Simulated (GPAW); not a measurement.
# ZnSe (Stilleite) (F-43m) in GPAW: further runs, part 3 of 3

GPAW 26.7.0.

## 5. Hybrid scf, TPSSh

Contents of run.py:

```python
import numpy as np
from ase import Atoms
from ase.dft.bandgap import bandgap
from ase.io import write
from gpaw import GPAW, PW
from gpaw.xc import parametrizedxc

class ScaledMGGA(parametrizedxc.ParametrizedKernel):
    """Weighted sum of Libxc meta-GGA parts, named like '0.75_MGGA_X_..+1.0_MGGA_C_..'."""
    def __init__(self, name):
        super().__init__(name)
        self.type = 'MGGA'

    def calculate(self, e_g, n_sg, dedn_sg, sigma_xg, dedsigma_xg, tau_sg, dedtau_sg):
        e_g[:] = dedsigma_xg[:] = dedtau_sg[:] = 0.0
        for kernel, c in zip(self.kernels, self.coefs):
            e, v, s, t = [np.zeros_like(x) for x in [e_g, dedn_sg, dedsigma_xg, dedtau_sg]]
            kernel.calculate(e, n_sg, v, sigma_xg, s, tau_sg, t)
            e_g += c * e
            dedn_sg += c * v
            dedsigma_xg += c * s
            dedtau_sg += c * t

parametrizedxc.ParametrizedKernel = ScaledMGGA

atoms = Atoms(['Se', 'Zn'],
              cell=[[0.0, 2.8338, 2.8338],
                    [2.8338, 0.0, 2.8338],
                    [2.8338, 2.8338, 0.0]],
              scaled_positions=[[0.75, 0.75, 0.75],
                                [0.0, 0.0, 0.0]],
              pbc=True)

calc = GPAW(mode=PW(400),
            xc={'name': '0.900_MGGA_X_TPSS+1.0_MGGA_C_TPSS', 'fraction': 0.1, 'omega': 0.0, 'backend': 'pw'},
            kpts={'size': (4, 4, 4), 'gamma': True},
            occupations={'name': 'fermi-dirac', 'width': 0.001},
            nbands=18,
            convergence={'density': 0.0001},
            maxiter=40,
            txt='gpaw.txt')
atoms.calc = calc
energy = atoms.get_potential_energy()
calc.write('gs.gpw')
write('result.traj', atoms)
print(f'Energy: {energy:.6f} eV')
print('Fermi level:', round(calc.get_fermi_level(), 4), 'eV')
print(f'Gap: {bandgap(calc)[0]:.4f} eV, direct: {bandgap(calc, direct=True)[0]:.4f} eV')
```

Potentials or basis: GPAW PAW data sets (gpaw-data 1.2.1), pw.

Command:

```console
$ OMP_NUM_THREADS=1 python run.py
```

gpaw.txt:

```text
__  _  _
 | _ |_)|_||  |
 |__||  | ||/\| - 26.7.0

Input parameters:
  mode=PW(ecut=400.0),
  convergence={'density': 0.0001},
  kpts=MonkhorstPack(size=(4, 4, 4), gamma=True),
  maxiter=40,
  nbands=18,
  occupations=Occupations(name='fermi-dirac', width=0.001),
  xc=XC(name='0.900_MGGA_X_TPSS+1.0_MGGA_C_TPSS', fraction=0.1, omega=0.0, backend='pw')

Diagonalizing LCAO Hamiltonian
Converting LCAO to pw mode

                    Se

       Zn

Atoms  # Å, Bohr magnetons
|   | symbol |        x |        y |        z |    initial magnetic moments |
|---|--------|----------|----------|----------|-----------------------------|
| 0 |     Se | 4.250700 | 4.250700 | 4.250700 | ( 0.0000,  0.0000,  0.0000) |
| 1 |     Zn | 0.000000 | 0.000000 | 0.000000 | ( 0.0000,  0.0000,  0.0000) |

Unit cell  # Å
| periodic |        x |        y |        z |  lengths |    angles |
|----------|----------|----------|----------|----------|-----------|
|      yes | 0.000000 | 2.833800 | 2.833800 | 4.007598 | 60.000000 |
|      yes | 2.833800 | 0.000000 | 2.833800 | 4.007598 | 60.000000 |
|      yes | 2.833800 | 2.833800 | 0.000000 | 4.007598 | 60.000000 |

Number of symmetries: 24
Symmetry operations  # r_c * U_cc + t_c -> r_c
|    | kind |            matrix            |
|----|------|------------------------------|
|  0 |  E   |  1, 0, 0,  0, 1, 0,  0, 0, 1 |
|  1 |  σ   |  1, 0, 0,  0, 0, 1,  0, 1, 0 |
|  2 |  σ   |  1, 0,-1,  0, 1,-1,  0, 0,-1 |
|  3 |  C3  |  1, 0,-1,  0, 0,-1,  0, 1,-1 |
|  4 |  C3  |  1,-1, 0,  0,-1, 1,  0,-1, 0 |
|  5 |  σ   |  1,-1, 0,  0,-1, 0,  0,-1, 1 |
|  6 |  σ   |  0, 1, 0,  1, 0, 0,  0, 0, 1 |
[... 133 lines left out ...]

convergence criteria:
- Maximum integral of absolute [dens]ity change: 0.0001 electrons / valence electron
- Maximum [total energy] change in last 3 cyles: 0.0005 eV / valence electron
- Maximum integral of absolute [eigenst]ate change: 4e-08 eV^2 / valence electron
maximum number of iterations: 40

IBZ(<points: 8, symmetries: 24>)
Occupied bands: 9
SCF iterations
|iter     | |      energy | eigst |  dens |
|---------|-|-------------|-------|-------|
|iter:   1| | -433.429400 | -0.35 |       |
|iter:   2| |  -20.140808 | -0.68 | -1.03 |
|iter:   3| |  -20.125279 | -2.03 | -1.24 |
|iter:   4| |  -20.017992 | -1.97 | -1.31 |
|iter:   5| |  -20.033840 | -2.09 | -1.49 |
|iter:   6| |  -20.019044 | -2.83 | -1.68 |
|iter:   7| |  -20.017753 | -3.40 | -2.18 |
|iter:   8| |  -20.017834c| -4.49 | -2.61 |
|iter:   9| |  -20.017467c| -4.70 | -2.72 |
|iter:  10| |  -20.017331c| -5.21 | -2.87 |
|iter:  11| |  -20.017055c| -4.20 | -2.94 |
|iter:  12| |  -20.017066c| -5.41 | -3.65 |
|iter:  13| |  -20.017066c| -7.01 | -4.22c|
|iter:  14| |  -20.017066c| -7.86c| -4.62c|

Converged in 14 steps
Energy contributions relative to reference atoms: (reference = -114964.858784)

Energy contributions:
  Kinetic:          16.205691
  Coulomb:         -13.362387
  Zero:             -0.144834
  External:          0.000000
  Xc:              403.802022
  Entropy:          -0.000000
  Spinorbit:         0.000000
  Hybrid_Xc_Cc:      -383.744467
  Hybrid_Xc_Vc:       -19.107431
  Hybrid_Xc_Vv:       -23.665659
  ----------------------------
  Free energy:     -20.017066
  Extrapolated:    -20.017066

dipole moment: (-7.017240, -7.017240, -7.017240)  # |e|*Ang

Fermi level: 4.084
Eigenvalues  # (at kpt = [0.000, 0.000, 0.000])
| band index |      eig [eV] | occ [0-2] |
|------------|---------------|-----------|
|          0 |       -10.448 |     2.000 |
|          1 |        -3.743 |     2.000 |
|          2 |        -3.743 |     2.000 |
|          3 |        -3.743 |     2.000 |
|          4 |        -3.394 |     2.000 |
|          5 |        -3.394 |     2.000 |
[... 10 lines left out ...]
|         16 |        17.470 |     0.000 |
|         17 |        17.470 |     0.000 |

Gap: 2.166 eV
Transition (v -> c):
  (s=0, k=0, n=8, [0.00, 0.00, 0.00]) -> (s=0, k=0, n=9, [0.00, 0.00, 0.00])
No difference between direct/indirect transitions
# Writing to gs.gpw (mode='')
```

Run time: 24 min. Hardware: 1 thread of Arm Neoverse V1, shared host; peak memory 0.39 GiB.

What came out:

| Item | Value |
| --- | --- |
| Free energy | -20.0171 eV |
| Band gap on the k mesh | 2.17 eV, direct |

Levels at points of the mesh, in eV from the valence-band top:
| k point | band 6 | band 7 | band 8 | band 9 | band 10 | band 11 | band 12 | band 13 |
| --- | --- | --- | --- | --- | --- | --- | --- | --- |
| (0.00, 0.00, 0.00) | -6.81 | 0.00 | 0.00 | 0.00 | 2.17 | 6.72 | 6.72 | 6.72 |
| (0.50, 0.50, 0.00) | -6.61 | -4.94 | -2.27 | -2.27 | 3.68 | 4.27 | 11.77 | 12.42 |
| (0.50, 0.50, 0.50) | -6.64 | -5.41 | -0.90 | -0.90 | 3.41 | 7.26 | 7.26 | 9.44 |

Caveat: the k mesh is coarse (spacing up to 0.48 Å⁻¹), so the values aren't converged, least of all with exact exchange; exact exchange converges slowly with the k mesh, and this mesh is small; the scaled meta-GGA exchange is a class typed in the script.

## 6. Summary

| task | level | k mesh | response ecut | maxiter | response k mesh | response bands | kernels | mesh quality | gap on the mesh (eV) |
| --- | --- | --- | --- | --- | --- | --- | --- | --- | --- |
| dielectric tensor | PBE | 7 × 7 × 7 | 80 eV | 150 | 20 × 20 × 20 | 25 | ["RPA", "LR0.2", "LR0.3"] | not flagged | 1.30 |
| one-shot levels on a semilocal density | r2SCAN | 6 × 6 × 6 | - | 150 | - | - | - | not flagged | 1.87 |
| hybrid scf | TPSSh | 4 × 4 × 4 | - | 40 | - | - | - | coarse | 2.17 |

Alike in all rows: potentials or basis GPAW PAW data sets (gpaw-data 1.2.1), pw; no spin polarisation; cell as given; cutoff (eV) 400; smearing fermi-dirac 0.001 eV.

Caveats: some runs use coarse meshes; the long-wavelength limit can be off by several per cent where d states take part (some runs); energy and the plain gap are those of the semilocal run (some runs); the hybrids' values are one shot on its orbitals and mesh (some runs); exact exchange converges slowly with the k mesh, and this mesh is small (some runs); the scaled meta-GGA exchange is a class typed in the script (some runs).

Absolute energies hang on the potentials; compare differences alone.

## 7. How close it comes

Step 2. The gap isn't set beside the deposited one, since this odd mesh misses points on the zone boundary. Against the measured high-frequency dielectric constant of ZnSe, 5.9 (a printed reference work, textbook), the calculated 6.75 is off by +14.5 %.

Step 3. A measured gap of ZnSe is 2.695 eV (an exciton energy, a little under the gap; 300 K; “Alloy Disordering Effects on the Thermal Conductivity and Energy Gap Temperature Dependence of Cd1−xZnxSe Ternary Crystals Grown by the Bridgman Method”, 2023, pmc:10253836); the calculated 1.87 eV misses it by -0.83 eV. Spin-orbit coupling on Se is left out. The value is that of r2SCAN, without temperature or zero-point motion.
